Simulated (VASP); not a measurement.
**GaSb: single point with r2SCAN**

**What was measured.**

A printed reference work, data compilation reports, for a bulk crystal of GaSb at 4.2 K: band gap 0.811 eV (direct).

The system is GaSb.

```
Ga Sb
1.0
     0.00000    3.09530    3.09530
     3.09530    0.00000    3.09530
     3.09530    3.09530    0.00000
Ga Sb
1 1
Cartesian
  0.0000 0.0000 0.0000
  4.6429 4.6429 4.6429
```

| Property | Result |
| --- | --- |
| Program | VASP 6.6.1 |
| Task | single point |
| Functional | r2SCAN |
| Potentials or basis | VASP PAW PBE potentials, release 64 (Ga_d, Sb) |
| Cutoff | 520 eV |
| k mesh | 10 × 10 × 10 |
| Occupations | gaussian, width 0.05 eV |
| Spin | no spin polarisation |

```
Pressure               : -1.3 GPa
Band gap on the k mesh : 0.18 eV, direct
```

Levels at points of the mesh, in eV from the valence-band top:
```csv
k point,band 6,band 7,band 8,band 9,band 10,band 11,band 12,band 13
"(0.00, 0.00, 0.00)",-11.68,0.00,0.00,0.00,0.18,2.99,2.99,2.99
"(0.50, 0.00, 0.00)",-10.05,-6.40,-1.16,-1.16,0.60,4.01,4.01,6.93
"(0.50, 0.50, 0.00)",-9.22,-6.88,-2.57,-2.57,1.15,1.54,9.02,9.02
```

Run time: 5.3 min on 1 thread of AMD EPYC 7R13 Processor (Zen 3) (shared host), peak memory 0.21 GiB.

Measured gap of GaSb: 0.811 eV (direct; 4.2 K; a printed reference work, data compilation). This calculation gives 0.18 eV (-0.63 eV). Spin-orbit coupling on Ga, Sb is left out. The value is that of r2SCAN on a finite k mesh, which can miss the band edges, without temperature or zero-point motion.

Caveat: the PAW data sets were made with another functional, which shifts forces and pressure a little; spin-orbit coupling is left out, which moves the levels of the heavy elements.
